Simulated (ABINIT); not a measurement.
Crystal: CuAu.

```
Au Cu
1.0
     2.81075    0.00000    0.00000
     0.00000    2.81075    0.00000
     0.00000    0.00000    3.68500
Au Cu
1 1
Direct
  0.00000 0.00000 0.00000
  0.50000 0.50000 0.50000
```

Base run:

```yaml
Program: ABINIT 10.8.3 (patched build)
Functional: PBE
Potentials_or_basis: JTH PAW PBE v2.0
Cutoff: 844 eV
k_mesh: 9 × 9 × 7
Occupations: fermi-dirac, width 0.05 eV
Spin: no spin polarisation
```

Its results: band gap on the k mesh none (metal or under the smearing width); pressure 4.5 GPa.

Task: After a change of settings the same cell gave: band gap on the k mesh none (metal or under the smearing width); pressure 8.5 GPa. Which change was it?
A. functional from PBE to r2SCAN
B. functional from PBE to SCAN
C. functional from PBE to revPBE
D. functional from PBE to RPBE

Result: D.

RPBE binds less tightly than PBE, so the same cell stands under more pressure.

Caveats: spin-orbit coupling is left out, which moves the levels of the heavy elements; the PAW data sets were made with another functional, which shifts forces and pressure a little (some runs).
